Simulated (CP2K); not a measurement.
The system is Pb.

```
Pb
1.0
     3.48000    0.00000    0.00000
    -1.74000    3.01377    0.00000
     0.00000    0.00000    5.59000
Pb
2
Direct
  0.66667 0.33333 0.75000
  0.33333 0.66667 0.25000
```

This isn't the form of Pb at room conditions, which is fcc.

```yaml
Program: CP2K 2026.2
Task: single point
Functional: PBEsol
Potentials_or_basis: POTENTIAL_UZH Pb GTH-PBE-q4; TZVP-MOLOPT-PBE-GTH basis
Density_cutoff: 6123 eV
k_mesh: 9 × 9 × 5
Occupations: fermi-dirac, width 0.05 eV
Spin: no spin polarisation
```

On this cell: pressure 4.4 GPa; largest force under 0.003 eV/Å; band gap on the k mesh none (metal or under the smearing width).

The same run follows on a disturbed copy (atoms moved at random, drawn with an rms of 0.05 Å):

```
CELL_PARAMETERS angstrom
3.48000 0.00000 0.00000
-1.74000 3.01377 0.00000
0.00000 0.00000 5.59000
ATOMIC_POSITIONS crystal
Pb 0.67832 0.35185 0.74640
Pb 0.34252 0.68720 0.25624
```

Q: What changes?

A: The energy (extrapolated to zero smearing) moves by +1.8 meV/atom; pressure 4.5 GPa; largest force 0.140 eV/Å; band gap on the k mesh none (metal or under the smearing width).

Forces on the atoms (eV/Å):
```
Pb  -0.005  0.003  0.140
Pb   0.005 -0.003 -0.140
```

Stress tensor (GPa, compression positive):
```
2.93 0.02 0.01
0.02 2.95 0.00
0.01 0.00 7.58
```

Caveats: the potentials were made for another functional, which shifts forces and pressure; the basis of atomic orbitals isn't converged, which shifts pressures, moduli and gaps.
